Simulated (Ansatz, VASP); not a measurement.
**ZnS: VASP beside Ansatz**

Aim: how closely do two programs agree when they are given the same cell, functional and k mesh? The cell is taken from a series of runs on this material, whose earlier steps may have relaxed, scaled, displaced or heated it; both programs get it as it stands.

Program: Ansatz 0.2.0. Level of theory: plane waves, with VASP 6.6.1 beside it; zone-centre phonons at LDA. Results are calculated unless marked as measured.

## 1. Set-up

The structure is tetragonal, space group I-4m2 (No. 119). Conventional cell: a = 3.704 Å, b = 3.704 Å, c = 5.456 Å, α = 90.00°, β = 90.00°, γ = 90.00°. Nearest to S lie 4 Zn at 2.30 Å. Zn has 4 S at 2.30 Å nearest. Farther neighbours and most contacts between anions are not listed.

## 2. Ansatz: zone-centre phonons, LDA

Ansatz runs on its PAW soft_1 files.

Second derivatives magnify differences that forces hide, and they need a tight electronic threshold.

input.yaml

```yaml
crystal:
  lattice:
    - [0.0, 2.618904968, 2.7278085069]
    - [2.618904968, 0.0, 2.7278085069]
    - [2.618904968, 2.618904968, 0.0]
  atoms:
    - { symbol: S, position: [0.0, 0.0, 0.0] }
    - { symbol: Zn, position: [0.75, 0.75, 0.75] }
kpoints:
  mp_grid: { grid: [12, 12, 12] }
hamiltonian:
  xc: lda
  pseudopotentials: { kind: paw, azcp: { folder: soft_1 }, xc_functional: pbe }
scf:
  occupations: { method: fixed }
output:
  eigenvalues: true
phonons:
  method: dfpt
  dielectric: true
  rigid_motions: translations
```

Command:

```
ansatz run input.yaml --threads 4 --pin off --max-ram 10240MiB --backend cpu --events-out ev --progress --plain --runs-dir out
```

Numbers of over 12 decimals in the logs are rounded to 6 here.

Output:

```text
Engine: ansatz 0.2.0, aarch64-unknown-linux-gnu
Pseudopotentials: kind: paw
Pseudopotential: S, paw, valence charge 6, recommended cutoff 420 eV (normal), soft_1/S.paw.azcp
Pseudopotential: Zn, paw, valence charge 12, recommended cutoff 420 eV (normal), soft_1/Zn.paw.azcp
Functional definition: SPW92
  exchange = slater_x
  correlation = pw_c
Crystal: 2 atoms, lattice volume = 37.418 Å³
Basis set: ecut = 420 eV, 733 PW (Γ), exchange–correlation on 54×54×54 points (8 copies of the dense FFT grid, shifted against one another)
Bands: 13, of which v1, the nominal top of the filled ones, is band 9 counted from 1 (8 counted from 0)
Symmetry: 8 space group operations
k-points: 868 of 1728 (irreducible under 1 space group operation, time reversal used)
Non-local potential: S, projectors of the file, l = 0: 2, l = 1: 2, l = 2: 1
Non-local potential: Zn, projectors of the file, l = 0: 2, l = 1: 2, l = 2: 3, l = 3: 1
PAW form: soft (Blöchl's): semilocal exchange-correlation on the pseudo side does not see the compensation charge
PAW frozen core: S, regenerated for the run's functional, and the local potential with it (the file was generated under x = pbe(κ = 0.804, μ = 0.219515), c = pbe(β = 0.066725))
PAW frozen core: Zn, regenerated for the run's functional, and the local potential with it (the file was generated under x = pbe(κ = 0.804, μ = 0.219515), c = pbe(β = 0.066725))
PAW one-centre angular grid: S, 110 points (default); XC on 64 Gauss nodes
PAW one-centre angular grid: Zn, 590 points (default); XC on 64 Gauss nodes
Initial density: superposition of atomic densities (chi_scale 0.1, normalization cell, long waves kept (reshape's long-wave potential 0.00 eV rms))
Initial wavefunctions: pseudopotential atomic-orbital guess
Functional: x = slater, c = lda
SCF iter   1: F=—  HF=-4117.539388 eV  |F-HF|=—  |Δ(HF+E_count)|=         —  Δρ=3.82e-2  dr2=3.38e-1  ethr=3.10e-3  ⟨swp⟩=5.1  Hψ=67729  notcnv=0  defer=1683
preconditioner: auto → none  [insulator: Δε(μ)=2.284 eV  Ē_g=12.750 eV  n_scr=14 (ndim 8)  ℏωp=25.8 eV  f_vac=0.000  ε∞_Penn≈5.1]
SCF iter   2: F=—  HF=-4117.452084 eV  |F-HF|=—  |Δ(HF+E_count)|=   8.73e-2  Δρ=1.46e-2  dr2=4.10e-2  ethr=1.88e-3  ⟨swp⟩=2.1  Hψ=26491  notcnv=0  defer=1702
SCF iter   3: F=—  HF=-4117.440775 eV  |F-HF|=—  |Δ(HF+E_count)|=   1.13e-2  Δρ=9.73e-3  dr2=1.73e-2  ethr=2.28e-4  ⟨swp⟩=2.0  Hψ=19966  notcnv=0  defer=1734
SCF iter   4: F=—  HF=-4117.436087 eV  |F-HF|=—  |Δ(HF+E_count)|=   4.69e-3  Δρ=2.31e-3  dr2=1.31e-3  ethr=9.61e-5  ⟨swp⟩=2.0  Hψ=26909  notcnv=0  defer=1734
SCF iter   5: F=—  HF=-4117.435919 eV  |F-HF|=—  |Δ(HF+E_count)|=   1.67e-4  Δρ=6.21e-4  dr2=8.17e-5  ethr=7.27e-6  ⟨swp⟩=2.1  Hψ=19119  notcnv=0  defer=1736
SCF iter   6: F=—  HF=-4117.435933 eV  |F-HF|=—  |Δ(HF+E_count)|=   1.35e-5  Δρ=1.24e-4  dr2=2.54e-6  ethr=4.54e-7  ⟨swp⟩=2.4  Hψ=19122  notcnv=0  defer=5
SCF iter   7: F=—  HF=-4117.435933 eV  |F-HF|=—  |Δ(HF+E_count)|=   4.09e-7  Δρ=1.90e-5  dr2=6.27e-8  ethr=1.41e-8  ⟨swp⟩=2.0  Hψ=17080  notcnv=0
SCF iter   8: F=—  HF=-4117.435933 eV  |F-HF|=—  |Δ(HF+E_count)|=   5.05e-8  Δρ=1.43e-6  dr2=3.84e-10  ethr=3.48e-10  ⟨swp⟩=2.0  Hψ=18258  notcnv=0
SCF iter   9: F=-4117.435933 eV  HF=-4117.435933 eV  |F-HF|=3.73e-11  |Δ(HF+E_count)|=  3.26e-10  Δρ=2.85e-7  dr2=1.39e-11  ethr=1.00e-12  ⟨swp⟩=8.0  Hψ=78106  notcnv=0
SCF 1 converged in 9 iterations: F = -4117.435933 eV  dr2 = 1.39e-11
  greatest PAW one-centre occupation: 0.983 electrons in one spin orbital (limit 2), on the Zn atom at site 1 (counted from 0), in its partial waves of l = 2
NSCF: frozen V_eff on 3 k-points
DFPT response loops at Γ: preconditioner auto → none (the input reference at scf.mixing.eps_inf says where Resta's filter doesn't serve); β = 0.50; Broyden in place of MSR1
── the response to a field inside a basis, on 12×12×12 k-points: an SCF that follows is theirs, and a resumed run solves both again ──
Bands: 10, of which v1, the nominal top of the filled ones, is band 9 counted from 1 (8 counted from 0)
k-points: 468 of 1728 (irreducible under 2 space group operations, time reversal used)
Initial density: handed on by an earlier stage of this run
Initial wavefunctions: pseudopotential atomic-orbital guess (no wavefunctions were taken with the density)
Eigensolver: Dense (468 Hₖ)
SCF iter   1: F=—  HF=-4117.436350 eV  |F-HF|=—  |Δ(HF+E_count)|=         —  Δρ=2.48e-4  dr2=5.18e-6  ethr=1.00e-1
preconditioner: auto → none  [insulator: Δε(μ)=2.199 eV  Ē_g=10.046 eV  n_scr=14 (ndim 8)  ℏωp=25.8 eV  f_vac=0.013  ε∞_Penn≈7.6]
SCF iter   2: F=—  HF=-4117.436350 eV  |F-HF|=—  |Δ(HF+E_count)|=   2.03e-7  Δρ=2.15e-4  dr2=6.58e-6  ethr=2.88e-8
SCF iter   3: F=—  HF=-4117.436354 eV  |F-HF|=—  |Δ(HF+E_count)|=   3.93e-6  Δρ=1.98e-4  dr2=8.49e-6  ethr=2.88e-8
SCF iter   4: F=-4117.436350 eV  HF=-4117.436350 eV  |F-HF|=1.64e-9  |Δ(HF+E_count)|=   4.01e-6  Δρ=7.26e-6  dr2=7.36e-9  ethr=2.88e-8
SCF 1 converged in 4 iterations: F = -4117.436350 eV  dr2 = 7.36e-9
DFPT response loops at Γ: mixed as the last ones told, above
SCF converged after 9 iterations
Free energy (F): -4117.435933 eV
Harris-Foulkes:  -4117.435933 eV  (|F-HF|=3.73e-11)
Internal energy: -4117.435933 eV  (E = F + TS)
E sigma→0 (E₀):  -4117.435933 eV
Fermi energy:    6.250874 eV
--- Per-component energies (eV) ---
  E_band       = 7.236892
  E_kinetic    = 255.569209
  E_local      = -2237.271391  (includes V_loc(G=0)·N_el)
  E_nonlocal   = 857.483641
  E_hartree    = 849.688232
  E_xc         = -166.712501
  E_vxc        = -135.557842  (∫ρ·V_xc dr)
  E_paw        = -2401.939617  (= ΣΔE_a)
  E_vpaw       = -432.362742  (= ΣTr[D̂ρ^β])
  E_aug_tail   = -0.000249  (compensation charges beyond the density's cutoff)
  E_ewald      = -1275.963599
  E_core_change = 1.710341  (= ΣΔE_core)
  E_smearing   = -0.000000  (= −TS)
  E_closure    = 0.000000  (closes the sum)
  Σ components = -4117.435933   (vs F -4117.435933, Δ=0.00e0)
--- Band table (eV; the first three rows and the last of 868) ---
  k-point 0: bands = [... 5 lower, 0.0414, 6.0852, 6.2509, 6.2509, 8.2784, 12.3804, 12.3895, 12.3895]
  k-point 1: bands = [... 5 lower, 0.0395, 5.5512, 6.0668, 6.1794, 8.7691, 12.3013, 12.5230, 12.5252]
  k-point 2: bands = [... 5 lower, 0.0361, 4.3881, 5.8488, 5.9960, 9.4002, 12.3694, 12.8198, 12.8482]
  k-point 867: bands = [... 5 lower, 0.2500, 0.4736, 5.1181, 5.3646, 9.3554, 12.7760, 13.1125, 15.0097]
--- Phonons (Γ-DFPT): 4 representative perturbations + reference, on 868 of 1728 k-points (Σ response iterations 12) ---
  k mesh reduced under 1 symmetry operation, with k and −k counted as one. Each operation leaves every solved perturbation unchanged. A smaller set is not considered because the run solves the response to a homogeneous field
  ASR residual: 2.421e-4 → 0.000e0 eV/Å²; symmetrization residual: 3.535e-6 eV/Å²
  ASR residual per site (eV/Å²): 2.79e-5 2.42e-4
  Γ frequencies (cm⁻¹): 0.00 0.00 0.00 284.48 284.48 290.40
  ε∞ (high-frequency dielectric tensor):
        6.133739    -0.000000     0.000000
       -0.000000     6.133739     0.000000
        0.000000     0.000000     6.308809
  ε⁰ (static dielectric tensor: ions relaxed, cell fixed):
        8.795956    -0.000000    -0.000000
       -0.000000     8.795956     0.000000
       -0.000000     0.000000     9.152689
  ε⁰ − ε∞ (ionic part):
        2.662217    -0.000000    -0.000000
       -0.000000     2.662217     0.000000
       -0.000000     0.000000     2.843879
  softest optical mode at Γ: 284.48 cm⁻¹; the repairs (sum rule, projections) moved no ω² at Γ by more than (1.09 cm⁻¹)²
  Born effective charges Z* (e; rows j = field, columns β = displacement):
    site 0:
        -1.87731    0.00000    0.00000
         0.00000   -1.87731   -0.00000
        -0.00000   -0.00000   -1.98071
    site 1:
         1.87731    0.00000   -0.00000
         0.00000    1.87731    0.00000
         0.00000    0.00000    1.98071
  Z* charge neutrality: 8.798e-4 e pre-enforcement
  solved inside a basis spanned on kpoints, on 12×12×12 k-points, its susceptibility summed on 16×16×16: ε∞ is read to err by 1.6e-2, Z* by 1.3e-2 e (field_mesh: kpoints solves on kpoints); Z* is corrected for what the basis lacks
  optical modes at Γ without the LO–TO term, one row a degenerate level:
      ω (cm⁻¹)  modes    IR ((D/Å)²/amu)
        284.48      2             7.5595
        290.40      1             4.2076
  optical modes at Γ + LO–TO along q̂ = [1.0000, 0.0000, 0.0000]:
      ω (cm⁻¹)  modes    IR ((D/Å)²/amu)
        284.48      1             3.7798
        290.40      1             4.2076
        340.66      1             3.7798
  optical modes at Γ + LO–TO along q̂ = [0.0000, 1.0000, 0.0000]:
      ω (cm⁻¹)  modes    IR ((D/Å)²/amu)
        284.48      1             3.7798
        290.40      1             4.2076
        340.66      1             3.7798
  optical modes at Γ + LO–TO along q̂ = [0.0000, 0.0000, 1.0000]:
      ω (cm⁻¹)  modes    IR ((D/Å)²/amu)
        284.48      2             7.5595
        349.78      1             4.2076
```

In the SCF lines HF is the Harris–Foulkes energy and dr2 the Hartree energy of the density residual, in eV; the loop may stop once dr2 is under the threshold and the program's other checks hold. Hψ counts applications of the Hamiltonian.

(Part 1 of 2 ends here.)

[Lines on the potential files, build, host, timing and source positions are cut from VASP's logs without a mark.]

[Logs are printed without paths, hosts, clocks, repeated set-up lines and the standing remarks that a program may print on its own settings, such as how far it seeks lower states.]

[Hosts, paths, dates, database ids (printed as entryN), source tags and the programs' standing remarks are cut or masked in the printed files.]
